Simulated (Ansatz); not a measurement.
Squeezing AlCo (begun as WC type, now distorted WC)

```
CELL_PARAMETERS angstrom
2.73004 0.00000 0.00000
-1.36502 2.36428 0.00000
0.00000 0.00000 3.78713
ATOMIC_POSITIONS crystal
Co 0.00000 0.00000 0.00000
Al 0.33333 0.66667 0.50000
```

The cell comes from a relaxation on PAW files under the same functional, begun from a prototype that needn't be the stable phase.

The start type wasn't kept: the relaxed cell is distorted WC.

Its volume is scaled, and at each volume shape and atoms are relaxed on PAW files; all methods then take that cell.

Computed with Ansatz 0.2.0; functional PBE, scalar-relativistic. Settings: a Γ-centred 15×15×14 k mesh, Fermi–Dirac smearing of 0.1 eV, no spin polarisation. Methods: LAPW: all electrons, basis error target 1 meV/atom; PAW: frozen-core files, cutoff 420 eV; crystal datasets: all electrons, by PAW datasets that the program makes for each cell; norm-conserving: pseudopotentials, cutoff 1306 eV; PAW (partial waves polarizable): frozen-core files, cutoff 420 eV.

Energies are extrapolated to zero smearing and count from the unscaled cell; pressure is positive in compression; gaps take the mesh and a band path. No temperature or zero-point motion is included.

Spin polarisation is left out, though a magnetic state may lie lower.

```tsv
V/V0	V (Å³/atom)	P LAPW (GPa)	ΔE LAPW (eV/atom)	P PAW − LAPW (GPa)	ΔE PAW − LAPW (meV/atom)	space group	shortest distance (Å)
1.00	12.22	-0.06	0.000	0.06	0.0	P-6m2	2.464
0.94	11.49	11.06	0.023	0.10	0.4	P-6m2	2.420
0.88	10.76	26.5	0.105	0.17	1.1	P-6m2	2.373
0.80	9.78	?	?	?	?	?	?
0.72	8.80	105.2	0.833	0.49	5.0	P-6m2	2.232
0.64	7.82	183.8	1.693	0.64	8.6	P-6m2	2.149
0.55	6.72	338.7	3.430	0.05	12.0	P-6m2	2.046
```

(1) Fit the Vinet equation to the LAPW pressures shown (residuals weighted by 1/(|P| + 0.03·Pmax)), and predict the pressure of the withheld row.

(2) From the table, what is the rise of the enthalpy H = E + pV up to the last row, and how stiff is the crystal between the last two rows?

(3) At the smallest volume, how far do crystal datasets and norm-conserving and PAW (partial waves polarizable) lie from LAPW in pressure?

(4) How do the Löwdin populations by LAPW change from the unscaled cell to the last row?

## Answers

(1) The fit gives V0 = 12.22 Å³/atom, B0 = 154 GPa and B0′ = 4.67. At 9.78 Å³/atom, x = (V/V0)^(1/3) = 0.9284, and P = 3·B0·(1 − x)/x²·exp[1.5·(B0′ − 1)·(1 − x)] = 57.1 GPa. The run itself gave 57.0 GPa (+0.3 % off) and ΔE = 0.351 eV/atom.

(2) ΔH = 3.430 eV + (338.7 GPa × 6.72 Å³ + 0.06 GPa × 12.22 Å³) × 0.006242 eV/(GPa·Å³) = 17.64 eV/atom, of which pV makes 81 %. The mean bulk modulus there is −ΔP/Δln V = 1020 GPa.

(3) crystal datasets: 0.00 GPa; norm-conserving: -2.93 GPa; PAW (partial waves polarizable): +0.06 GPa, on a LAPW pressure of 338.7 GPa.

(4) Co 3s 1.96 → 1.91, Co 3d 8.03 → 8.27, Al 2s 1.98 → 1.94, Al 3s 0.97 → 0.78, Al 3p 2.37 → 2.43 electrons an atom. These are projections on the shells that the free atoms fill; 0.18 e a cell lies outside them at the start and 0.18 e at the end.
